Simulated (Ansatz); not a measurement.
A 12-atom cell of SnO₂ (P4_2/mnm) from a materials database, relaxed with r2SCAN. It is tetragonal, P4_2/mnm (No. 136); a = 4.761 Å, c = 3.200 Å in the conventional setting, 12.09 Å³ an atom. Sn is surrounded by 6 O at 2.06–2.07 Å; O is surrounded by 3 Sn at 2.06–2.07 Å. The runs used a cell of 12 atoms, 2 times the primitive one, so meshes, points and the kind of gap refer to a folded zone.

```
Sn O
1.0
    -3.20014    3.36630    3.36630
     3.20014   -3.36630    3.36630
     3.20014    3.36630   -3.36630
Sn O
4 8
Direct
  0.00000 0.25000 0.75000
  0.00000 0.75000 0.25000
  0.50000 0.50000 0.50000
  0.50000 0.00000 0.00000
  0.19410 0.19410 0.50000
  0.69410 0.75000 0.94410
  0.19410 0.69410 0.00000
  0.30590 0.75000 0.55590
  0.69410 0.25000 0.44410
  0.30590 0.25000 0.05590
  0.80590 0.30590 0.00000
  0.80590 0.80590 0.50000
```

4 runs of the plane-wave code Ansatz on this cell differ in the functional (and in the settings that go with it). Levels are in eV from each run's valence top; v1 is the last filled band, c1 the first empty one.

Run A, mean stress -1.6 GPa (compression positive):
```tsv
point	v5	v3	v1	c1	c2	c3
Γ	-0.90	-0.70	0.00	3.55	7.45	7.45
M	-1.34	-1.11	-0.97	7.46	7.46	8.97
X	-0.97	-0.58	-0.51	6.95	6.95	9.26
```

Run B, mean stress +7.7 GPa (compression positive):
```tsv
point	v5	v3	v1	c1	c2	c3
Γ	-0.82	-0.77	0.00	1.10	4.72	4.72
M	-1.31	-1.23	-0.89	4.72	4.72	6.04
X	-1.08	-0.71	-0.62	4.30	4.30	6.31
```

Run C, mean stress 0.0 GPa (compression positive):
```tsv
point	v5	v3	v1	c1	c2	c3
Γ	-0.85	-0.77	0.00	1.77	5.51	5.51
M	-1.28	-1.26	-0.92	5.43	5.43	6.85
X	-1.10	-0.68	-0.62	4.99	4.99	7.13
```

Run D, mean stress -1.4 GPa (compression positive):
```tsv
point	v5	v3	v1	c1	c2	c3
Γ	-0.89	-0.71	0.00	2.84	6.68	6.68
M	-1.33	-1.11	-0.97	6.69	6.69	8.18
X	-0.97	-0.58	-0.51	6.18	6.18	8.47
```

Q: Match the runs to PBE, r2SCAN, HSE06, PBE0.

A: A is PBE0, B is PBE, C is r2SCAN, D is HSE06. In order of the gap: PBE 1.10, r2SCAN 1.77, HSE06 2.84, PBE0 3.55 eV. The stress vanishes for r2SCAN, which relaxed the cell.

(Simulation; spin polarisation is off.)

Spin-orbit coupling is left out.

The stress of a hybrid is loosely converged in these runs.

The meshes of the hybrids are coarse, so their gaps aren't converged to the digits shown.
